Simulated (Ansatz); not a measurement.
The system is LiCl.

```
Cl Li
1.0
     0.00000    2.56477    2.56477
     2.56477    0.00000    2.56477
     2.56477    2.56477    0.00000
Cl Li
1 1
Direct
  0.50000 0.50000 0.50000
  0.00000 0.00000 0.00000
```

- Program: Ansatz 0.2.0
- Task: relaxation of cell and atoms
- Functional: PBE
- Dispersion: D3(BJ)
- Potentials or basis: all-electron LAPW, scalar-relativistic
- Basis error allowed: 0.001 eV/atom
- k mesh: 9 × 9 × 9
- Occupations: fermi-dirac, width 0.05 eV
- Spin: no spin polarisation

At the start: volume 16.87 Å³/atom.

**Question.** How do energy, volume and symmetry change on relaxing?

**Answer.** Over 5 steps the energy falls by 5.4 meV/atom and the volume is 15.97 Å³/atom (-5.3 %); space group Fm-3m (No. 225, to 0.05 Å).

Step by step:
| step | energy change (eV) | largest force (eV/Å) | volume (Å³) |
| --- | --- | --- | --- |
| 1 | 0.0000 | 0.0000 | 33.74 |
| 2 | -0.0096 | 0.0000 | 32.50 |
| 3 | -0.0107 | 0.0000 | 31.89 |
| 4 | -0.0107 | 0.0000 | 31.94 |
| 5 | -0.0107 | 0.0000 | 31.94 |

Final structure:
```xyz
2
Lattice="0.0000 2.5183 2.5183 2.5183 0.0000 2.5183 2.5183 2.5183 0.0000" Properties=species:S:1:pos:R:3 pbc="T T T"
Cl    2.5183    2.5183    2.5183
Li    0.0000    0.0000    0.0000
```
